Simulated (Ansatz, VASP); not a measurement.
**One calculation of BN, two programs**

File INCAR:

```
SYSTEM = BN
PREC = Accurate ; ENCUT = 600
EDIFF = 1E-7 ; ISMEAR = 0
SIGMA = 0.01 ; LREAL = .FALSE.
LASPH = .TRUE. ; NELM = 80
ALGO = Normal ; ISIF = 3
LWAVE = .FALSE. ; LCHARG = .FALSE.
GGA = PS ; IBRION = 2
NSW = 80 ; EDIFFG = -0.001
```

KPOINTS

```
regular mesh
0
G
  12 12 12
  0 0 0
```

File POSCAR:

```
BN
1.0
    1.2520973358      0.7228987339      3.4815292535
   -1.2520973358      0.7228987339      3.4815292535
    0.0000000000     -1.4457974678      3.4815292535
B N
1 1
Direct
    0.9996236949      0.9996236949      0.9996236949
    0.3328093051      0.3328093051      0.3328093051
```

Input for Ansatz:

```yaml
crystal:
  lattice:
    - [1.2520973358, 0.7228987339, 3.4815292535]
    - [-1.2520973358, 0.7228987339, 3.4815292535]
    - [0.0, -1.4457974678, 3.4815292535]
  atoms:
    - { symbol: B, position: [0.9996236949, 0.9996236949, 0.9996236949] }
    - { symbol: "N", position: [0.3328093051, 0.3328093051, 0.3328093051] }
basis:
  ecutwfc: 420
kpoints:
  mp_grid: { grid: [12, 12, 12] }
hamiltonian:
  xc: pbesol
scf:
  occupations: { method: fixed }
output:
  forces: true
  stress: true
  eigenvalues: true
relax:
  adjacent_minimum: "off"
  f_tol: 0.001
  max_steps: 60
  cell: { stress_tol: 0.01 }
```

Alike in both runs: task relaxation of cell and atoms; functional PBEsol; k mesh 12 × 12 × 12; no spin polarisation.

```csv
,VASP,Ansatz
version,VASP 6.6.1,Ansatz 0.2.0
potentials or method,"VASP PAW PBE potentials, release 64 (B, N)","scalar-relativistic, plane waves, PAW"
plane-wave cutoff (eV),600,420
occupations,"gaussian, width 0.01 eV",fixed
valence electrons in the cell,8,8
```

```csv
,VASP,Ansatz,Ansatz less VASP
"gap on the k mesh at the Fermi level, each at its own relaxed structure (eV)",4.19,4.25,+0.057
relaxed volume (Å³/atom),9.27,9.49,+0.218
relaxed cell length with the largest relative difference (Å),3.706,3.782,+0.0759
```

Caveats: the PAW data sets were made with another functional, which shifts forces and pressure a little (VASP). A k mesh can miss the band edges.
